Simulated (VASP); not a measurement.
# ZnSe (Stilleite) (F-43m) in VASP: settings compared, part 2 of 3

VASP 6.6.1.

## Step 3: Phonons, PBEsol

Contents of POSCAR:

```
ZnSe
1.0
    0.0000000000      2.8206646092      2.8206646092
    2.8206646092      0.0000000000      2.8206646092
    2.8206646092      2.8206646092      0.0000000000
  Zn              Se
     1     1
Direct
     0.0000000000000000    0.0000000000000000    0.0000000000000000
     0.2500000000000000    0.2500000000000000    0.2500000000000000
```

Contents of INCAR.step1:

```
SYSTEM = ZnSe
PREC = Accurate
ENCUT = 600
EDIFF = 1E-8
ISMEAR = 0
SIGMA = 0.03
LREAL = .FALSE.
LASPH = .TRUE.
NELM = 80
ALGO = Normal
ISIF = 3
LWAVE = .FALSE.
LCHARG = .FALSE.
GGA = PS
IBRION = 2
NSW = 40
EDIFFG = -0.002
```

Contents of INCAR.step2:

```
SYSTEM = ZnSe
PREC = Accurate
ENCUT = 600
EDIFF = 1E-8
ISMEAR = 0
SIGMA = 0.03
LREAL = .FALSE.
LASPH = .TRUE.
NELM = 80
ALGO = Normal
ISIF = 2
LWAVE = .FALSE.
LCHARG = .FALSE.
GGA = PS
IBRION = 6
NFREE = 2
POTIM = 0.015
NSW = 1
```

Contents of KPOINTS:

```
Automatic mesh
0
G
  8 8 8
  0 0 0
```

Potentials or basis: VASP PAW PBE potentials, release 64 (Zn, Se).

Started as:

```console
> cat potpaw_PBE.64/Zn/POTCAR potpaw_PBE.64/Se/POTCAR > POTCAR
> cp INCAR.step1 INCAR
> mpirun -np 1 vasp_std > vasp.out
> cp CONTCAR POSCAR
> cp INCAR.step2 INCAR
> mpirun -np 1 vasp_std > vasp.out
```

OUTCAR:

```text
SYSTEM = ZnSe
   PREC = Accurate
   ENCUT = 600
   EDIFF = 1E-8
   ISMEAR = 0
   LREAL = .FALSE.
   LASPH = .TRUE.
   NELM = 80
   ISIF = 2
   GGA = PS
   IBRION = 6
   NFREE = 2
   POTIM = 0.015
   NSW = 1

 ion  position               nearest neighbor table
   1  0.000  0.000  0.000-   2 2.44   2 2.44   2 2.44   2 2.44
   2  0.250  0.250  0.250-   1 2.44   1 2.44   1 2.44   1 2.44

  LATTYP: Found a face centered cubic cell.
 ALAT       =     5.6404276355

  Lattice vectors:

 A1 = (   0.0000000000,   2.8202138178,   2.8202138178)
 A2 = (   2.8202138178,   0.0000000000,   2.8202138178)
 A3 = (   2.8202138178,   2.8202138178,   0.0000000000)

Analysis of symmetry for initial positions (statically):
=====================================================================
 Subroutine PRICEL returns:
 Original cell was already a primitive cell.

 Routine SETGRP: Setting up the symmetry group for a
 face centered cubic supercell.

 Subroutine GETGRP returns: Found 24 space group operations
 (whereof 24 operations were pure point group operations)
 out of a pool of 48 trial point group operations.

The static configuration has the point symmetry T_d .

Analysis of symmetry for dynamics (positions and initial velocities):
=====================================================================
 Subroutine PRICEL returns:
 Original cell was already a primitive cell.

 Routine SETGRP: Setting up the symmetry group for a
 face centered cubic supercell.

 Subroutine GETGRP returns: Found 24 space group operations
 (whereof 24 operations were pure point group operations)
 out of a pool of 48 trial point group operations.

The dynamic configuration has the point symmetry T_d .

[... 307 lines left out ...]
 fundamental gap:      1.2113487754
 Fermi energy:         1.8286937763

 k-point     1 :       0.0000    0.0000    0.0000
  band No.  band energies     occupation
      1     -11.7676      2.00000
      2      -5.0074      2.00000
      3      -4.9986      2.00000
      4      -4.9897      2.00000
      5      -4.6138      2.00000
      6      -4.6137      2.00000
      7       1.5948      2.00000
      8       1.6129      2.00000
      9       1.6296      2.00000
     10       2.8409      0.00000
     11       7.3282      0.00000
     12       7.3393      0.00000
     13       7.3519      0.00000
[... 354 lines left out ...]
  band No.  band energies     occupation
      1     -10.8054      2.00000
      2      -4.8909      2.00000
      3      -4.8470      2.00000
      4      -4.6504      2.00000
      5      -4.6079      2.00000
      6      -4.3997      2.00000
      7      -3.4288      2.00000
      8      -0.8884      2.00000
      9       0.1041      2.00000
     10       5.8212      0.00000
     11       7.0448      0.00000
     12       8.9802      0.00000
     13      10.2241      0.00000

 [... further k-points ...]
[... 5 lines left out ...]
  --------------------------------------------------------------------------------------
  -------------------------------------------------------------------------------------
  Total       -0.0010249      0.0006713      0.0006713      0.0000000      0.0858184      0.0000000
  in kB       -0.0366030      0.0239750      0.0239750      0.0000000      3.0648885      0.0000000
  external PRESSURE =       0.0037824 kB  Pullay stress =       0.0000000 kB
[... 17 lines left out ...]
  FREE ENERGIE OF THE ION-ELECTRON SYSTEM (eV)
  ---------------------------------------------------
  free  energy   TOTEN  =        -6.7724854919 eV

  energy  without entropy=       -6.7724854919  energy(sigma->0) =       -6.77248549

 INTERNAL STRAIN TENSORS FROM DISPLACED ATOMS
 ============================================

 INTERNAL STRAIN TENSOR FOR ION    1 for displacements in x,y,z  (eV/Angst):
          X           Y           Z          XY          YZ          ZX
  --------------------------------------------------------------------------------
  x    -0.00000     0.00000     0.00000     0.00000     5.73108     0.00000
  y    -0.00000     0.00000    -0.00000     0.00000     0.00000     5.73108
  z     0.00000     0.00000    -0.00000     5.73108     0.00000     0.00000

 INTERNAL STRAIN TENSOR FOR ION    2 for displacements in x,y,z  (eV/Angst):
          X           Y           Z          XY          YZ          ZX
  --------------------------------------------------------------------------------
  x     0.00000     0.00000     0.00000     0.00000    -5.72456     0.00000
  y    -0.00000     0.00000    -0.00000     0.00000     0.00000    -5.72456
  z     0.00000     0.00000     0.00000    -5.72456     0.00000     0.00000

 Eigenvectors and eigenvalues of the dynamical matrix
 ----------------------------------------------------

   1 f  =    6.256854 THz    39.312976 2PiTHz  208.706200 cm-1    25.876259 meV
             X         Y         Z           dx          dy          dz
      0.000000  0.000000  0.000000     0.000000    0.738430    0.000000
      1.410107  1.410107  1.410107     0.000000   -0.674330    0.000000
[... 21 lines left out ...]
   6 f/i=    0.010835 THz     0.068077 2PiTHz    0.361409 cm-1     0.044809 meV
             X         Y         Z           dx          dy          dz
      0.000000  0.000000  0.000000     0.000000    0.000000   -0.674330
      1.410107  1.410107  1.410107     0.000000    0.000000   -0.738430

 ELASTIC MODULI CONTR FROM IONIC RELAXATION (kBar)
 Direction    XX          YY          ZZ          XY          YZ          ZX
 --------------------------------------------------------------------------------
 XX          -0.0000     -0.0000     -0.0000      0.0000      0.0000     -0.0000
 YY          -0.0000     -0.0000     -0.0000      0.0000      0.0000     -0.0000
 ZZ          -0.0000     -0.0000     -0.0000      0.0000      0.0000     -0.0000
 XY           0.0000      0.0000      0.0000   -204.4356      0.0000     -0.0000
 YZ           0.0000      0.0000      0.0000      0.0000   -204.4356      0.0000
 ZX          -0.0000     -0.0000     -0.0000     -0.0000      0.0000   -204.4356
 --------------------------------------------------------------------------------
```

OUTCAR.step1:

```text
SYSTEM = ZnSe
   PREC = Accurate
   ENCUT = 600
   EDIFF = 1E-8
   ISMEAR = 0
   LREAL = .FALSE.
   LASPH = .TRUE.
[... 657 lines left out ...]
      2.82021      0.00000      2.82021         0.000000      0.000000      0.000000
      1.41011      1.41011      1.41011        -0.000000     -0.000000     -0.000000
 -----------------------------------------------------------------------------------
    total drift:                                0.000001      0.000001      0.000000

  FREE ENERGIE OF THE ION-ELECTRON SYSTEM (eV)
  ---------------------------------------------------
  free  energy   TOTEN  =        -6.7731376368 eV

  energy  without entropy=       -6.7731376368  energy(sigma->0) =       -6.77313764

 reached required accuracy - stopping structural energy minimisation
```

Run time: 2.3 min. Hardware: 1 thread of AMD EPYC 7R13 (Zen 3), shared host; peak memory 0.25 GiB.

Results:

- Highest phonon frequency at Γ, LO-TO splitting left out: 209 cm⁻¹

Phonon frequencies in cm⁻¹ (negative: imaginary):
```csv
q point,frequencies
"(0.000, 0.000, 0.000)",0 0 0 209 209 209
```

Caveat: the PAW data sets were made with another functional, which shifts forces and pressure a little.

## Step 4: Dielectric tensor, PBEsol

Contents of INCAR:

```
SYSTEM = ZnSe
PREC = Accurate
ENCUT = 600
EDIFF = 1E-8
ISMEAR = 0
SIGMA = 0.03
LREAL = .FALSE.
LASPH = .TRUE.
NELM = 80
ALGO = Normal
ISIF = 2
LWAVE = .FALSE.
LCHARG = .FALSE.
GGA = PS
LEPSILON = .TRUE.
```

Contents of KPOINTS:

```
Automatic mesh
0
Monkhorst
  14 14 14
  0 0 0
```

Contents of POSCAR:

```
ZnSe                                    
1.0
    0.0000000000      2.8202138178      2.8202138178
    2.8202138178      0.0000000000      2.8202138178
    2.8202138178      2.8202138178      0.0000000000
  Zn              Se            
     1     1
Direct
     0.0000000000000000    1.0000000000000000    0.0000000000000000
     0.2500000000000000    0.2500000000000000    0.2500000000000000
```

Potentials or basis: VASP PAW PBE potentials, release 64 (Zn, Se).

Started as:

```console
> cat potpaw_PBE.64/Zn/POTCAR potpaw_PBE.64/Se/POTCAR > POTCAR
> mpirun -np 1 vasp_std > vasp.out
```

OUTCAR:

```text
SYSTEM = ZnSe
   PREC = Accurate
   ENCUT = 600
   EDIFF = 1E-8
   ISMEAR = 0
   LREAL = .FALSE.
   LASPH = .TRUE.
   NELM = 80
   ISIF = 2
   GGA = PS
   LEPSILON = .TRUE.

 ion  position               nearest neighbor table
   1  0.000  0.000  0.000-   2 2.44   2 2.44   2 2.44   2 2.44
   2  0.250  0.250  0.250-   1 2.44   1 2.44   1 2.44   1 2.44

  LATTYP: Found a face centered cubic cell.
 ALAT       =     5.6404276356

  Lattice vectors:

 A1 = (   0.0000000000,   2.8202138178,   2.8202138178)
 A2 = (   2.8202138178,   0.0000000000,   2.8202138178)
[... 632 lines left out ...]
 PIEZOELECTRIC TENSOR FIELD DIRECTION 3  (C/m^2)
 -----------------------------------------------------------------------------
     0.00007 -0.69388  0.00000
    -0.69388  0.00007  0.00000
     0.00000  0.00000 -0.00064

 MACROSCOPIC STATIC DIELECTRIC TENSOR (including local field effects in DFT)
 ------------------------------------------------------
           7.402990     0.000000    -0.000000
          -0.000000     7.402990    -0.000000
           0.000000    -0.000000     7.402990
 ------------------------------------------------------

 PIEZOELECTRIC TENSOR (including local field effects)  for field in x, y, z        (e  Angst)
          XX          YY          ZZ          XY          YZ          ZX
  --------------------------------------------------------------------------------
  x    -0.00000    -0.00000     0.00000     0.00000    -1.94609     0.00000
  y     0.00000    -0.00000    -0.00000     0.00000     0.00000    -1.94609
  z     0.00000    -0.00000     0.00000    -1.94609     0.00000     0.00000

 PIEZOELECTRIC TENSOR (including local field effects)  for field in x, y, z        (C/m^2)
          XX          YY          ZZ          XY          YZ          ZX
  --------------------------------------------------------------------------------
  x    -0.00000    -0.00000     0.00000     0.00000    -0.69502     0.00000
  y     0.00000    -0.00000    -0.00000     0.00000     0.00000    -0.69502
  z     0.00000    -0.00000     0.00000    -0.69502     0.00000     0.00000

 BORN EFFECTIVE CHARGES (including local field effects) (in |e|, cummulative output)
 ---------------------------------------------------------------------------------
 ion    1
    1     2.02563     0.00000     0.00000
    2    -0.00000     2.02563    -0.00000
    3    -0.00000     0.00000     2.02563
 ion    2
    1    -2.02563     0.00000     0.00000
    2     0.00000    -2.02563     0.00000
    3     0.00000    -0.00000    -2.02563
```

stdout:

```text
POSCAR found type information on POSCAR ZnSe
 POSCAR found :  2 types and       2 ions
 scaLAPACK will be used
 -----------------------------------------------------------------------------
|                                                                             |
[... 46 lines left out ...]
 dielectric tensor                  component  3 :     0.053    -1.716     6.013
 Linear response to external field, progress :
  Direction:   1
 dielectric tensor                  component  1 :     7.403     0.312    -0.000
 Linear response to external field, progress :
  Direction:   2
 dielectric tensor                  component  2 :    -0.000     7.403    -0.353
 Linear response to external field, progress :
  Direction:   3
 dielectric tensor                  component  3 :     0.487    -0.020     7.403
 Born effective charges drift removed
```

Wall time 67 min (1 thread of AMD EPYC 7R13 (Zen 3), shared host); peak memory 2.2 GiB.

Results:

* Electronic dielectric tensor (diagonal): 7.40
* Born charges (mean of the diagonal): Zn +2.03; Se -2.03 e

Electronic dielectric tensor:
```
7.40 0.00 0.00
0.00 7.40 0.00
0.00 0.00 7.40
```

Born effective charge tensors (e):
atom 1, Zn
```
2.03 0.00 0.00
0.00 2.03 0.00
0.00 0.00 2.03
```
atom 2, Se
```
-2.03  0.00  0.00
 0.00 -2.03  0.00
 0.00  0.00 -2.03
```

Caveat: the PAW data sets were made with another functional, which shifts forces and pressure a little.

## Step 5: Phonons, PBEsol, target pressure -1.5 GPa, at which the enthalpy is minimised

Contents of POSCAR:

```
ZnSe
1.0
    0.0000000000      2.8206646092      2.8206646092
    2.8206646092      0.0000000000      2.8206646092
    2.8206646092      2.8206646092      0.0000000000
  Zn              Se
     1     1
Direct
     0.0000000000000000    0.0000000000000000    0.0000000000000000
     0.2500000000000000    0.2500000000000000    0.2500000000000000
```

INCAR.step1: that of step 3 with these lines changed.

```diff
@@ -14,2 +14,3 @@
 GGA = PS
+PSTRESS = -15.0
 IBRION = 2
```

INCAR.step2: that of step 3 with these lines changed.

```diff
@@ -14,2 +14,3 @@
 GGA = PS
+PSTRESS = -15.0
 IBRION = 6
```

Contents of KPOINTS:

```
Automatic mesh
0
G
  8 8 8
  0 0 0
```

Potentials or basis: VASP PAW PBE potentials, release 64 (Zn, Se).

Started as:

```console
> cat potpaw_PBE.64/Zn/POTCAR potpaw_PBE.64/Se/POTCAR > POTCAR
> cp INCAR.step1 INCAR
> mpirun -np 1 vasp_std > vasp.out
> cp CONTCAR POSCAR
> cp INCAR.step2 INCAR
> mpirun -np 1 vasp_std > vasp.out
```

OUTCAR:

```text
SYSTEM = ZnSe
   PREC = Accurate
   ENCUT = 600
   EDIFF = 1E-8
   ISMEAR = 0
   LREAL = .FALSE.
   LASPH = .TRUE.
   NELM = 80
   ISIF = 2
   GGA = PS
   PSTRESS = -15.0
   IBRION = 6
   NFREE = 2
   POTIM = 0.015
   NSW = 1

 ion  position               nearest neighbor table
[... 783 lines left out ...]
  --------------------------------------------------------------------------------
  x     0.00000    -0.00000    -0.00000     0.00000     4.88538     0.00000
  y     0.00000    -0.00000     0.00000     0.00000     0.00000     4.88538
  z    -0.00000    -0.00000     0.00000     4.88538     0.00000     0.00000

 INTERNAL STRAIN TENSOR FOR ION    2 for displacements in x,y,z  (eV/Angst):
          X           Y           Z          XY          YZ          ZX
  --------------------------------------------------------------------------------
  x     0.00000     0.00000     0.00000     0.00000    -4.88004     0.00000
  y    -0.00000    -0.00000    -0.00000     0.00000     0.00000    -4.88004
  z     0.00000     0.00000     0.00000    -4.88004     0.00000     0.00000

 Eigenvectors and eigenvalues of the dynamical matrix
 ----------------------------------------------------

   1 f  =    6.009269 THz    37.757348 2PiTHz  200.447625 cm-1    24.852327 meV
             X         Y         Z           dx          dy          dz
      0.000000  0.000000  0.000000     0.739837   -0.000000    0.000000
      1.421649  1.421649  1.421649    -0.672786    0.000000    0.000000
[... 21 lines left out ...]
   6 f/i=    0.002140 THz     0.013447 2PiTHz    0.071386 cm-1     0.008851 meV
             X         Y         Z           dx          dy          dz
      0.000000  0.000000  0.000000     0.597828   -0.075394   -0.299264
      1.421649  1.421649  1.421649     0.657408   -0.082908   -0.329089

 ELASTIC MODULI CONTR FROM IONIC RELAXATION (kBar)
 Direction    XX          YY          ZZ          XY          YZ          ZX
 --------------------------------------------------------------------------------
 XX          -0.0000      0.0000      0.0000      0.0000     -0.0000     -0.0000
 YY           0.0000     -0.0000      0.0000      0.0000      0.0000      0.0000
 ZZ           0.0000      0.0000     -0.0000      0.0000      0.0000     -0.0000
 XY           0.0000      0.0000      0.0000   -157.2248     -0.0000     -0.0000
 YZ          -0.0000      0.0000      0.0000     -0.0000   -157.2248     -0.0000
 ZX          -0.0000      0.0000     -0.0000     -0.0000     -0.0000   -157.2248
 --------------------------------------------------------------------------------
```

OSZICAR.step1:

```text
N       E                     dE             d eps       ncg     rms          rms(c)
DAV:   1     0.930177459530E+02    0.93018E+02   -0.98230E+03   754   0.175E+03
DAV:   2    -0.700484239969E+00   -0.93718E+02   -0.88610E+02   809   0.298E+02
DAV:   3    -0.701012271170E+01   -0.63096E+01   -0.62735E+01   924   0.746E+01
[... 31 lines left out ...]
DAV:   5    -0.676783428647E+01    0.21080E-04   -0.26484E-05  1128   0.100E-01    0.320E-03
DAV:   6    -0.676783443354E+01   -0.14707E-06   -0.67866E-06   789   0.418E-02    0.337E-03
DAV:   7    -0.676783425981E+01    0.17373E-06   -0.84440E-07   954   0.170E-02    0.196E-03
DAV:   8    -0.676783426721E+01   -0.73994E-08   -0.21758E-07   904   0.943E-03    0.256E-04
DAV:   9    -0.676783426022E+01    0.69924E-08   -0.80331E-09   532   0.841E-04
   3 F= -.71982401E+01 E0= -.71982401E+01  d E =-.489564E-02
```

Run time: 3.3 min. Hardware: 1 thread of AMD EPYC 7R13 (Zen 3), shared host; peak memory 0.25 GiB.

What came out:

```yaml
Relaxed_volume: 22.99 Å³/atom
Relaxed_cell: a = 4.021 Å, b = 4.021 Å, c = 4.021 Å, α = 60.00°, β = 60.00°, γ = 60.00°
Space_group_after_relaxing_to_0.05_Å: F-43m (No. 216)
Highest_phonon_frequency_at_Γ_LO-TO_splitting_left_out: 200 cm⁻¹
```

The path:
```tsv
step	energy change (eV)	largest force (eV/Å)	pressure (GPa)	volume (Å³)
1	0.0000	0.0000	-0.02	44.88
2	0.0081	0.0000	-1.83	46.24
3	0.0053	0.0000	-1.49	45.97
```

Final structure:
```
CELL_PARAMETERS angstrom
0.00000 2.84330 2.84330
2.84330 0.00000 2.84330
2.84330 2.84330 0.00000
ATOMIC_POSITIONS crystal
Zn 0.00000 0.00000 0.00000
Se 0.25000 0.25000 0.25000
```

Phonon frequencies in cm⁻¹ (negative: imaginary):
```
              q point        frequencies
(0.000, 0.000, 0.000)  0 0 0 200 200 200
```

Caveat: the PAW data sets were made with another functional, which shifts forces and pressure a little.

[end of part 2 of 3]
